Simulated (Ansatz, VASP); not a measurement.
# Two plane-wave programs on AgCl

Contents of INCAR:

```
SYSTEM = AgCl
ALGO = Normal ; EDIFF = 1E-7
ENCUT = 520 ; GGA = PS
ISIF = 2 ; ISMEAR = 0
LASPH = .TRUE. ; LCHARG = .FALSE.
LREAL = .FALSE. ; LWAVE = .FALSE.
NBANDS = 16 ; NELM = 100
PREC = Accurate ; SIGMA = 0.05
```

File KPOINTS:

```
k-points
0
G
  10 10 10
  0 0 0
```

Contents of POSCAR:

```
AgCl
1.0
    3.4339730000      0.0000000000      0.0000000000
    0.0000000000      3.4339730000      0.0000000000
    0.0000000000      0.0000000000      3.4339730000
Ag Cl
1 1
Direct
    0.0000000000      0.0000000000      0.0000000000
    0.5000000000      0.5000000000      0.5000000000
```

Input for Ansatz:

```yaml
crystal:
  lattice:
    - [3.433973, 0.0, 0.0]
    - [0.0, 3.433973, 0.0]
    - [0.0, 0.0, 3.433973]
  atoms:
    - { symbol: Ag, position: [0.0, 0.0, 0.0] }
    - { symbol: Cl, position: [0.5, 0.5, 0.5] }
basis:
  ecutwfc: 420
kpoints:
  mp_grid: { grid: [10, 10, 10] }
hamiltonian:
  xc: pbesol
scf:
  occupations: { method: gaussian, width: 0.05 }
output:
  forces: true
  stress: true
  eigenvalues: true
```

Measurements of this composition are mostly on another form, of space group No. 225.

Alike in both runs: task single point; functional PBEsol; k mesh 10 × 10 × 10; occupations gaussian, width 0.05 eV; no spin polarisation.

```csv
,VASP,Ansatz
version,VASP 6.6.1,Ansatz 0.2.0
potentials or method,"VASP PAW PBE potentials, release 64 (Ag, Cl)","scalar-relativistic, plane waves, PAW"
plane-wave cutoff (eV),520,420
valence electrons in the cell,18,26
```

|  | VASP | Ansatz | Ansatz less VASP |
| --- | --- | --- | --- |
| gap on the k mesh at the Fermi level (eV) | 0.41 | 0.41 | 0.000 |
| least direct gap on the mesh (eV) | 1.93 | 1.93 | -0.001 |
| pressure (GPa) | -4.7 | -4.6 | +0.10 |

The two sets of potentials don't hold the same shells in valence.

Caveats: the PAW data sets were made with another functional, which shifts forces and pressure a little (VASP). A k mesh can miss the band edges.
